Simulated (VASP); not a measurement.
Write the native input for VASP 6.6.1 that does the following.

| Quantity | Value |
| --- | --- |
| Task | single point |
| Functional | PBE |
| Potentials or basis | VASP PAW PBE potentials, release 64 (Br) |
| Cutoff | 520 eV |
| k mesh | 13 × 13 × 13 |
| Occupations | fermi-dirac, width 0.05 eV |
| Spin | no spin polarisation |
| Dipole correction | no |
| Further INCAR settings | ALGO = Normal; EDIFF = 1e-07; NBANDS = 10 |

The structure of Br lies in POSCAR:

```
Br
1.0
   -1.4042529722      1.4042529722      3.5291666136
    1.4042529722     -1.4042529722      3.5291666136
    1.4042529722      1.4042529722     -3.5291666136
Br
1
Direct
    0.0000000000      0.0000000000      0.0000000000
```

The cell isn't the ideal one: volume scaled by 0.96.

These files were run (other wordings do the same):

INCAR

```
PREC = Accurate
ENCUT = 520
EDIFF = 1E-7
ISMEAR = -1
SIGMA = 0.05
LREAL = False
LASPH = True
NELM = 100
ALGO = Normal
ISIF = 2
LWAVE = False
LCHARG = True
GGA = PE
LELF = True
LVHAR = True
NBANDS = 10
```

KPOINTS

```
Automatic mesh
0
Gamma
  13 13 13
```

Potentials or basis: VASP PAW PBE potentials, release 64 (Br).

Launch:

```bash
$ cat potpaw_PBE.64/Br/POTCAR > POTCAR
$ mpirun -np 1 vasp_std > vasp.out
```

It gave:

The pressure is 3.2 GPa. The band gap on the k mesh is none (metal or under the smearing width).

Caveat: an odd number of electrons without spin polarisation forces a metal; a magnetic or distorted state may lie lower.

Run time: 56 s on 1 thread of Intel(R) Xeon(R) Platinum 8259CL CPU @ 2.50GHz (Skylake/Cascade Lake) (shared host), peak memory 0.2 GiB.
